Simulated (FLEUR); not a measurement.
La:

```
La
1.0
    -2.12383    2.12383    2.12383
     2.12383   -2.12383    2.12383
     2.12383    2.12383   -2.12383
La
1
Direct
  0.00000 0.00000 0.00000
```

This isn't the form of La at room conditions, which is double hcp.

- Program: FLEUR MaX-R8.1 (later development tree)
- Task: single point
- Functional: PBE
- Potentials or basis: all-electron
- Basis: FLAPW
- Kmax: 3.8 1/bohr
- k mesh: 9 × 9 × 9
- Occupations: fermi-dirac, width 0.05 eV
- Spin: no spin polarisation
- Gmax: 11.8 1/bohr
- Muffin-tin radii: La 2.66 bohr
- lmax: La 11
- Local orbitals a species: La 5
- Max iterations: 60
- Mixing factor: 0.05
- Mixer: Anderson
- Mixer history: 15
- Density convergence: 1e-05 me/bohr^3

On this cell: band gap on the k mesh none (metal or under the smearing width).

The same run follows on a disturbed copy (cell strained at random at fixed volume):

```
CELL_PARAMETERS angstrom
-2.10448 2.17934 2.12452
2.13820 -2.12912 2.10803
2.08475 2.10940 -2.07430
ATOMIC_POSITIONS crystal
La 0.98387 0.98284 0.98506
```

What changes?

The energy (extrapolated to zero smearing) moves by -0.3 meV/atom; band gap on the k mesh none (metal or under the smearing width).
